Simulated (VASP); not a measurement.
Here is a VASP 6.6.1 calculation.

INCAR

```
SYSTEM = AlNi
ALGO = Fast ; EDIFF = 1E-6
ENCUT = 520 ; GGA = PE
ISIF = 2 ; ISMEAR = 0
LASPH = .True. ; LCHARG = .False.
LREAL = .False. ; LWAVE = .False.
NBANDS = 14 ; NELM = 100
PREC = Accurate ; SIGMA = 0.15
```

The input KPOINTS:

```
k-points
0
Gamma
  18 18 18
  0 0 0
```

Contents of POSCAR:

```
AlNi
1.0
    3.1297649604      0.0000000000      0.0000000000
    0.0000000000      3.1297649604      0.0000000000
    0.0000000000      0.0000000000      2.4412166691
Al Ni
1 1
Direct
    0.0000000000      0.0000000000      0.0000000000
    0.5000000000      0.5000000000      0.5000000000
```

Potentials or basis: VASP PAW PBE potentials, release 64 (Al, Ni).

Command:

```sh
$ cat potpaw_PBE.64/Al/POTCAR potpaw_PBE.64/Ni/POTCAR > POTCAR
$ mpirun -np 1 vasp_std > vasp.out
```

Predict the pressure.

8.2 GPa.

Estimate the band gap on the k mesh.

none (metal or under the smearing width).

Stress tensor (GPa, compression positive):
```
-6.90  0.00  0.00
 0.00 -6.90  0.00
 0.00  0.00 38.55
```

Spin polarisation is off, so any magnetic state and its effect on volume and gap are missing.
